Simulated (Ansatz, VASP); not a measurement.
SiC (Moissanite 3C): VASP beside Ansatz

The input INCAR:

```
SYSTEM = SiC
PREC = Accurate
ENCUT = 520
EDIFF = 1E-7
ISMEAR = -1
SIGMA = 0.05
LREAL = .FALSE.
LASPH = .TRUE.
NELM = 60
ALGO = Normal
ISIF = 2
LWAVE = .FALSE.
LCHARG = .TRUE.
METAGGA = R2SCAN
LMIXTAU = .TRUE.
LELF = .TRUE.
LVHAR = .TRUE.
NBANDS = 11
```

The input KPOINTS:

```
Automatic mesh
0
G
  10 10 10
  0 0 0
```

File POSCAR:

```
SiC
1.0
    0.0000000000      2.1790000000      2.1790000000
    2.1790000000      0.0000000000      2.1790000000
    2.1790000000      2.1790000000      0.0000000000
Si C
1 1
Direct
    0.0000000000      0.0000000000      0.0000000000
    0.7500000000      0.7500000000      0.7500000000
```

File input.yaml:

```yaml
crystal:
  lattice:
    - [0.0, 2.179, 2.179]
    - [2.179, 0.0, 2.179]
    - [2.179, 2.179, 0.0]
  atoms:
    - { symbol: Si, position: [0.0, 0.0, 0.0] }
    - { symbol: C, position: [0.75, 0.75, 0.75] }
hamiltonian:
  xc: r2scan
  pseudopotentials: { kind: paw }
kpoints:
  mp_grid: { grid: [10, 10, 10] }
  band_path:
    path:
      - [[0.0, 0.0, 0.0], [0.5, 0.0, 0.5], [0.5, 0.25, 0.75], [0.375, 0.375, 0.75], [0.0, 0.0, 0.0], [0.5, 0.5, 0.5], [0.625, 0.25, 0.625], [0.5, 0.25, 0.75], [0.5, 0.5, 0.5], [0.375, 0.375, 0.75]]
      - [[0.625, 0.25, 0.625], [0.5, 0.0, 0.5]]
    npoints: 14
scf:
  occupations: { method: fermi_dirac, width: 0.05 }
  n_extra_bands: 6
output:
  forces: true
  stress: true
  eigenvalues: true
  fatbands: true
  write_density: true
  write_potential: true
  elf: true
  volumetric_format: npy
```

Alike in both runs: functional r2SCAN; k mesh 10 × 10 × 10; occupations fermi-dirac, width 0.05 eV; no spin polarisation.

|  | VASP | Ansatz |
| --- | --- | --- |
| version | VASP 6.6.1 | Ansatz 0.2.0 |
| potentials or method | VASP PAW PBE potentials, release 64 (Si, C) | Ansatz PAW |
| plane-wave cutoff (eV) | 520 | 500 |
| valence electrons in the cell | 8 | 8 |
| task | single point | band structure |

Ansatz gave:

* gap on the k mesh at the Fermi level (eV): 1.71
* least direct gap on the mesh (eV): 5.05
* pressure (GPa): -0.3

Problem. Which values does VASP return?

Solution. gap on the k mesh at the Fermi level (eV): 1.73; least direct gap on the mesh (eV): 5.06; pressure (GPa): -0.4.

The functional is the same, so the differences come from potentials, cutoffs and numerics.

Caveats: the PAW data sets were made with another functional, which shifts forces and pressure a little (VASP); the PAW data sets come from PBE, with cores solved anew for the run's functional, which leaves a small shift of forces and pressure (Ansatz). r2SCAN opens gaps a little over a GGA but as a rule still falls short of measured ones. A k mesh can miss the band edges.
